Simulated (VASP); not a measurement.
SiC (Moissanite 3C): single point with PBE

SiC (Moissanite 3C):

```
Si C
1.0
     0.00000    2.17900    2.17900
     2.17900    0.00000    2.17900
     2.17900    2.17900    0.00000
Si C
1 1
Direct
  0.02300 0.97553 0.99719
  0.78305 0.74500 0.74190
```

The cell isn't the ideal one: atoms moved at random, drawn with an rms of 0.05 Å.

- Program: VASP 6.6.1
- Task: single point
- Functional: PBE
- Potentials or basis: VASP PAW PBE potentials, release 64 (Si, C)
- Cutoff: 520 eV
- k mesh: 10 × 10 × 10
- Occupations: fermi-dirac, width 0.05 eV
- Spin: no spin polarisation
- Further INCAR settings: ALGO = Normal; EDIFF = 1e-07; NBANDS = 11

```
Pressure               : 3.8 GPa
Largest force          : 1.452 eV/Å
Band gap on the k mesh : 1.03 eV, indirect (least direct gap 4.38 eV)
```

Forces on the atoms (eV/Å):
```
Si   0.646  0.340  1.255
C   -0.646 -0.340 -1.255
```

Stress tensor (GPa, compression positive):
```
3.99 4.29 1.28
4.29 4.15 2.23
1.28 2.23 3.40
```

Levels at points of the mesh, in eV from the valence-band top:
| k point | band 1 | band 2 | band 3 | band 4 | band 5 | band 6 | band 7 | band 8 |
| --- | --- | --- | --- | --- | --- | --- | --- | --- |
| (0.00, 0.00, 0.00) | -15.71 | -0.68 | -0.26 | 0.00 | 5.90 | 6.88 | 6.97 | 7.18 |
| (0.50, 0.00, 0.00) | -12.19 | -8.75 | -1.66 | -1.14 | 5.10 | 6.57 | 7.19 | 9.74 |
| (0.00, 0.50, 0.00) | -12.22 | -8.67 | -1.65 | -1.23 | 5.12 | 6.60 | 7.08 | 9.74 |
| (0.00, 0.00, 0.50) | -12.13 | -8.89 | -1.59 | -1.07 | 5.09 | 6.61 | 7.27 | 9.74 |
| (0.50, 0.50, 0.50) | -12.06 | -9.06 | -1.40 | -1.12 | 5.11 | 6.85 | 7.20 | 9.71 |
| (0.50, 0.50, 0.00) | -10.71 | -8.09 | -3.66 | -3.34 | 1.04 | 4.01 | 13.72 | 13.73 |
| (0.00, 0.50, 0.50) | -10.70 | -8.11 | -3.56 | -3.41 | 1.04 | 3.99 | 13.72 | 13.75 |
| (0.50, 0.00, 0.50) | -10.70 | -8.11 | -3.49 | -3.46 | 1.03 | 3.99 | 13.72 | 13.75 |

It took 58 s on 1 thread of Intel(R) Xeon(R) Platinum 8488C (Sapphire Rapids) (shared host), peak memory 0.21 GiB.

A k mesh can miss the band edges.
